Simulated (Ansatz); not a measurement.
## Cu$_{2}$O: the gap from level to level

A database entry relaxed whole under r2SCAN at zero pressure (Pn-3m, No. 224):

```xyz
6
Lattice="4.2445 0.0000 0.0000 0.0000 4.2445 0.0000 0.0000 0.0000 4.2445" Properties=species:S:1:pos:R:3 pbc="T T T"
Cu    1.0611    1.0611    1.0611
Cu    1.0611    3.1834    3.1834
Cu    3.1834    3.1834    1.0611
Cu    3.1834    1.0611    3.1834
O     0.0000    0.0000    0.0000
O     2.1222    2.1222    2.1222
```

Its volume is 12.74 Å³ an atom, -1.1 % against the entry's 12.88, which is old or was flagged in a check.

Single points on this cell with plane-wave PAW DFT (Ansatz 0.2.0; r2SCAN 500 eV, hybrids 420 eV; fermi-dirac occupations of width 0.020 eV; no moments): r2SCAN on a 8×8×8 Γ-centred mesh; HSE06 on a 6×6×6 Γ-centred mesh; PBE0 on a 6×6×6 Γ-centred mesh.

Problem. What does each level give for gap and charges?

Solution. The runs give:

| level | gap (eV), or kind | pressure (GPa) | Bader charge of Cu (e) | Bader charge of O (e) |
| --- | --- | --- | --- | --- |
| r2SCAN | 0.79 | 0.0 | +0.57 | -1.14 |
| HSE06 | 2.03 | 3.2 | +0.58 | -1.15 |
| PBE0 | 2.77 | 3.1 | +0.58 | -1.15 |

Under r2SCAN the gap is 0.79 eV, over mesh and band path. HSE06 moves it by +1.24 eV and PBE0 by +1.98 eV; PBE0 keeps its exact exchange at long range, which widens the gap over HSE06's by 0.74 eV on their common mesh.

Caveats: the relaxation kept the start's symmetry; HSE06 is read on its mesh and at the zone's corners, PBE0 on its mesh alone; hybrid pressures are good to a few tenths of a GPa; pressure is positive in compression.
